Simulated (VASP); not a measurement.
# BN (P6_3mc) in VASP: a series of runs

Runs on BN. Level: r2SCAN. Tasks: single point.

Everything below comes from runs of VASP 6.6.1. Logs are shortened: lines on timing, memory, paths and dates and some standing lists are left out, and cuts for length are marked.

### 1 The structure

It takes space group P6_3mc (No. 186, hexagonal). The conventional cell has a = 2.554 Å, b = 2.554 Å, c = 4.227 Å, α = 90.00°, β = 90.00°, γ = 120.00°. N (site symmetry 3m) is surrounded by 4 B at 1.57 to 1.58 Å. B (site symmetry 3m) is surrounded by 4 N at 1.57 to 1.58 Å.

Measurements of this composition are mostly on another form, of space group No. 194.

### 2 Single point, r2SCAN

File INCAR:

```
  ADDGRID = F
  ALGO = Normal
  EDIFF = 1E-6
  ENCUT = 200
  ISIF = 2
  ISMEAR = 0
  LASPH = T
  LCHARG = F
  LMIXTAU = T
  LREAL = F
  LWAVE = F
  METAGGA = R2SCAN
  NBANDS = 16
  NELM = 100
  PREC = Accurate
  SIGMA = 0.05
```

File KPOINTS:

```
k-points
0
Gamma
  9 9 5
```

File POSCAR:

```
BN
1.0
    2.5539396017      0.0000000000      0.0000000000
   -1.2769698009      2.2117765748      0.0000000000
    0.0000000000      0.0000000000      4.2268550000
N B
2 2
Direct
    0.3333333333      0.6666666667      0.1252760000
    0.6666666667      0.3333333333      0.6252760000
    0.3333333333      0.6666666667      0.4997240000
    0.6666666667      0.3333333333      0.9997240000
```

Potentials or basis: VASP PAW PBE potentials, release 64 (N_s, B_s).

Launch:

```
$ cat potpaw_PBE.64/N_s/POTCAR potpaw_PBE.64/B_s/POTCAR > POTCAR
$ mpirun -np 1 vasp_std > vasp.out
```

OUTCAR:

```text
EDIFF = 1E-6
   ENCUT = 200
   ISIF = 2
   ISMEAR = 0
   LASPH = T
   LREAL = F
   METAGGA = R2SCAN
   NELM = 100
   PREC = Accurate

 Found     36 irreducible k-points:

 Following reciprocal coordinates:
            Coordinates               Weight
  0.000000  0.000000  0.000000      1.000000
  0.111111  0.000000  0.000000      6.000000
  0.222222  0.000000  0.000000      6.000000
  0.333333  0.000000  0.000000      6.000000
  0.444444  0.000000  0.000000      6.000000
  0.111111  0.111111  0.000000      6.000000
   k-points           NKPTS =     36   k-points in BZ     NKDIM =     36   number of bands    NBANDS=     16
   number of dos      NEDOS =    301   number of ions     NIONS =      4
   total plane-waves  NPLWV =   2880
   dimension x,y,z NGX =    12 NGY =   12 NGZ =   20
   dimension x,y,z NGXF=    24 NGYF=   24 NGZF=   40
   ions per type =               2   2
   NGX,Y,Z   is equivalent  to a cutoff of   7.81,  7.81,  7.87 a.u.
   NGXF,Y,Z  is equivalent  to a cutoff of  15.62, 15.62, 15.73 a.u.
 SYSTEM =  unknown system
   PREC   = accura    normal or accurate (medium, high low for compatibility)
   ISTART =      0    job   : 0-new  1-cont  2-samecut
   ICHARG =      2    charge: 1-file 2-atom 10-const
   ISPIN  =      1    spin polarized calculation?
   LNONCOLLINEAR =      F non collinear calculations
   LSORBIT =      F    spin-orbit coupling
   LASPH  =      T    aspherical Exc in radial PAW
   ENCUT  =  200.0 eV  14.70 Ry    3.83 a.u.   2.94  2.94  4.87*2*pi/ulx,y,z
   NELM   =    100;   NELMIN=  2; NELMDL= -5     # of ELM steps
   EDIFF  = 0.1E-05   stopping-criterion for ELM
   LREAL  =      F    real-space projection
   EDIFFG = 0.1E-04   stopping-criterion for IOM
   NSW    =      0    number of steps for IOM
   IBRION =     -1    ionic relax: 0-MD 1-quasi-New 2-CG
   NFREE  =      0    steps in history (QN), initial steepest desc. (CG)
   ISIF   =      2    stress and relaxation
   ISYM   =      2    0-nonsym 1-usesym 2-fastsym
   POTIM  = 0.5000    time-step for ionic-motion
   TEBEG  =    0.0;   TEEND  =   0.0 temperature during run
   PSTRESS=    0.0 pullay stress
   NELECT =      16.0000    total number of electrons
   NUPDOWN=      -1.0000    fix difference up-down
   EMIN   =  10.00;   EMAX   =-10.00  energy-range for DOS
   EFERMI =   0.00;   METHOD = LEGACY
   ISMEAR =     0;   SIGMA  =   0.05  broadening in eV -4-tet -1-fermi 0-gaus
   EFERMI_NEDOS =   21; number of points for ismear=-14 and -15
   IALGO  =     38    algorithm
   IMIX   =      4    mixing-type and parameters
     AMIX     =   0.40;   BMIX     =  1.00
     AMIX_MAG =   1.60;   BMIX_MAG =  1.00
  volume/ion in A,a.u.               =       5.97        40.28
  Fermi-wavevector in a.u.,A,eV,Ry     =   1.432600  2.707222 27.923836  2.052344
  Thomas-Fermi vector in A             =   2.552210
   LORBIT       =      0    0 simple, 1 ext, 2 COOP (PROOUT), +10 PAW based schemes
   METAGGA = R2SCAN    functional components
   LHFCALC =     F    Hartree Fock is set to
   AEXX    =    0.0000 exact exchange contribution
   IVDW    =     0    specifies the selected vdW correction
   LEPSILON=     F    determine dielectric tensor
   LRPA    =     F    only Hartree local field effects (RPA)
 non-spin polarized calculation
 Gauss-broadening in eV      SIGMA  =   0.05
  energy-cutoff  :      200.00
  volume of cell :       23.88
 maximum number of plane-waves:       162
 NGX is ok and might be reduce to    12
   NGX =  5   NGY =  5   NGZ =  9

 number of electron      15.9999977 magnetization

 Free energy of the ion-electron system (eV)
  ---------------------------------------------------
  ext. energy  EPLUGINS =         0.00000000
  ---------------------------------------------------
  free energy    TOTEN  =       -36.91548961 eV

  energy without entropy =      -36.91548961  energy(sigma->0) =      -36.91548961

 E-fermi :   9.7614     XC(G=0): -13.5829

 val. band max:        9.5501583947   @ k =   0.0000   0.0000   0.0000
 cond. band min:      15.1064517127   @ k =   0.3333   0.3333   0.0000
 fundamental gap:      5.5562933179
 Fermi energy:         9.7614414612

 k-point     1 :       0.0000    0.0000    0.0000
  band No.  band energies     occupation
      1     -12.2558      2.00000
      2      -8.0848      2.00000
      3      -2.1363      2.00000
      4       7.2116      2.00000
      5       7.2116      2.00000
      6       9.1400      2.00000
[... 8 lines left out ...]
     15      22.4128      0.00000
     16      26.5698      0.00000

 k-point     2 :       0.1111    0.0000    0.0000
  band No.  band energies     occupation
      1     -11.9744      2.00000
      2      -7.8778      2.00000
      3      -1.8579      2.00000
      4       5.8331      2.00000
      5       6.7345      2.00000
      6       8.5243      2.00000
[... 8 lines left out ...]
     15      23.2172      0.00000
     16      26.1711      0.00000

 k-point     3 :       0.2222    0.0000    0.0000
  band No.  band energies     occupation
      1     -11.1739      2.00000
      2      -7.3226      2.00000
      3      -1.0512      2.00000
      4       3.1656      2.00000
      5       5.6079      2.00000
      6       5.8658      2.00000
[... 8 lines left out ...]
     15      25.0641      0.00000
     16      25.5547      0.00000

 k-point     4 :       0.3333    0.0000    0.0000
  band No.  band energies     occupation
      1      -9.9169      2.00000
      2      -6.6579      2.00000
      3       0.2285      2.00000
      4       0.7311      2.00000
      5       3.3606      2.00000
      6       4.7270      2.00000
[... 8 lines left out ...]
     15      26.4461      0.00000
     16      27.1350      0.00000

 k-point     5 :       0.4444    0.0000    0.0000
  band No.  band energies     occupation
      1      -8.4972      2.00000
      2      -6.6321      2.00000
      3      -0.6146      2.00000
      4       1.2704      2.00000
      5       1.7993      2.00000
      6       4.2225      2.00000
[... 8 lines left out ...]
     15      26.7528      0.00000
     16      28.4744      0.00000

 k-point     6 :       0.1111    0.1111    0.0000
  band No.  band energies     occupation
      1     -11.4384      2.00000
      2      -7.4972      2.00000
      3      -1.3165      2.00000
      4       4.1800      2.00000
      5       5.2844      2.00000
      6       7.0535      2.00000
[... 8 lines left out ...]
     15      24.8373      0.00000
     16      25.7183      0.00000

 [... further k-points ...]
[... 5 lines left out ...]
  --------------------------------------------------------------------------------------
  -------------------------------------------------------------------------------------
  Total       -8.5476401     -8.5476401     -8.8869159      0.0000000      0.0000000      0.0000000
  in kB     -573.5715240   -573.5715240   -596.3379229      0.0000000      0.0000000      0.0000000
  external PRESSURE =    -581.1603236 kB  Pullay stress =       0.0000000 kB

 VOLUME and BASIS-vectors are now :
 -----------------------------------------------------------------------------
  energy-cutoff  :      200.00
  volume of cell :       23.88
      direct lattice vectors                 reciprocal lattice vectors
     2.553939602  0.000000000  0.000000000     0.391551938  0.226062617  0.000000000
    -1.276969801  2.211776575  0.000000000     0.000000000  0.452125233  0.000000000
     0.000000000  0.000000000  4.226855000     0.000000000  0.000000000  0.236582518

 POSITION                                       TOTAL-FORCE (eV/Angst)
 -----------------------------------------------------------------------------------
     -0.00000      1.47452      0.52952        -0.000000      0.000000      0.156515
      1.27697      0.73726      2.64295         0.000000     -0.000000      0.156515
     -0.00000      1.47452      2.11226        -0.000000      0.000000     -0.156515
      1.27697      0.73726      4.22569        -0.000000     -0.000000     -0.156515
 -----------------------------------------------------------------------------------
    total drift:                                0.000002      0.000003      0.002149

  FREE ENERGIE OF THE ION-ELECTRON SYSTEM (eV)
  ---------------------------------------------------
  free  energy   TOTEN  =       -36.9154896099 eV

  energy  without entropy=      -36.9154896099  energy(sigma->0) =      -36.91548961
```

stdout:

```text
POSCAR found type information on POSCAR N B
 POSCAR found :  2 types and       4 ions
 scaLAPACK will be used
 -----------------------------------------------------------------------------
|                                                                             |
|                                                                             |
|     You enforced a specific xc type in the INCAR file but a different       |
|     I HOPE YOU KNOW WHAT YOU ARE DOING!                                     |
|                                                                             |
 -----------------------------------------------------------------------------

 LDA part: xc-table for (None), standard interpolation
 POSCAR, INCAR and KPOINTS ok, starting setup
 FFT: planning ... GRIDC
 FFT: planning ... GRID_SOFT
 FFT: planning ... GRID
 WAVECAR not read
 entering main loop
```

It took 19 s on 1 thread of Intel Xeon Platinum 8488C (Sapphire Rapids), shared host; peak memory 0.1 GiB.

The run converged, but a check on its numbers failed (symmetry, net force, bounds or a known fault of this set-up), so they aren't taken as properties of the crystal.

Caveat: the cutoff lies under the usual one of these potentials, so the numbers hold a large basis-set error; a pressure of tens of GPa on the cell as given is suspect, and the run, the potentials or the cell itself is likely at fault; the PAW data sets were made with another functional, which shifts forces and pressure a little; an odd mesh through Γ misses points on the zone boundary, where band edges often lie.

### 3 Single point, r2SCAN

Edit INCAR of step 2 so:

```diff
@@ -3,3 +3,3 @@
   EDIFF = 1E-6
-  ENCUT = 200
+  ENCUT = 500
   ISIF = 2
```

File KPOINTS:

```
k-points
0
Gamma
  6 6 3
```

POSCAR is that of step 2.

Potentials or basis: VASP PAW PBE potentials, release 64 (N_s, B_s).

Launch:

```
$ cat potpaw_PBE.64/N_s/POTCAR potpaw_PBE.64/B_s/POTCAR > POTCAR
$ mpirun -np 1 vasp_std > vasp.out
```

Run time: 37 s. Hardware: 1 thread of Intel Xeon Platinum 8488C (Sapphire Rapids), shared host; peak memory 0.13 GiB.

The run converged, but some of its settings lie outside the range that counts as converged, so its numbers aren't taken as properties of the crystal.

What came out:

```
Free energy            : -38.1437 eV
Pressure               : -3.7 GPa
Largest force          : 0.023 eV/Å
Band gap on the k mesh : 5.73 eV, indirect (least direct gap 8.93 eV)
```

Caveat: the k mesh is coarse (spacing up to 0.50 Å⁻¹), so the values aren't converged; the PAW data sets were made with another functional, which shifts forces and pressure a little; an odd mesh through Γ misses points on the zone boundary, where band edges often lie.

### 4 Single point, r2SCAN

Edit INCAR of step 3 so:

```diff
@@ -3,3 +3,3 @@
   EDIFF = 1E-6
-  ENCUT = 500
+  ENCUT = 350
   ISIF = 2
```

File KPOINTS:

```
k-points
0
Gamma
  7 7 4
```

POSCAR is that of step 3.

Launch:

```
$ cat potpaw_PBE.64/N_s/POTCAR potpaw_PBE.64/B_s/POTCAR > POTCAR
$ mpirun -np 1 vasp_std > vasp.out
```

Wall time 26 s (1 thread of Intel Xeon Platinum 8488C (Sapphire Rapids), shared host); peak memory 0.12 GiB.

The run converged, but some of its settings lie outside the range that counts as converged, so its numbers aren't taken as properties of the crystal.

Results:

```yaml
Free_energy: -38.0988 eV
Pressure: -3.4 GPa
Largest_force: 0.021 eV/Å
Band_gap_on_the_k_mesh: 6.12 eV, indirect (least direct gap 8.90 eV)
```

Caveat: the PAW data sets were made with another functional, which shifts forces and pressure a little; an odd mesh through Γ misses points on the zone boundary, where band edges often lie.
